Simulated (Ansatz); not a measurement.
## What DFT gives for Te

```
Te
1.0
     4.45605    0.00000    0.00000
    -2.22802    3.85905    0.00000
     0.00000    0.00000    5.92747
Te
3
Direct
  0.26330 0.00000 0.33330
  0.00000 0.26330 0.66663
  0.73670 0.73670 0.99997
```

Level: LDA, spin-orbit coupling; 420 eV; 7×7×5 Γ-centred mesh; fermi-dirac occupations (width 0.0119 eV); Ansatz 0.2.0, fixed geometry.

The state carries no moments; the state need not be the lowest.

Problem. Metal or insulator?

Solution. It is a metal, with about 0.1 states/eV a cell as the mean within 0.25 eV of the Fermi level, mostly Te p (93 %).

Problem. Is the cell too large or too small?

Solution. The pressure is -1.1 GPa (compression positive), so with the atoms held at these fractions the cell would first shrink.

Problem. Where is the largest force?

Solution. The largest is on Te1 (and as large on other atoms): 0.23 eV/Å, components (0.23, 0.00, 0.00). It makes 128° with the line to a nearest neighbour, Te2 at 2.83 Å.

Origin: a database entry at a rescaled volume.
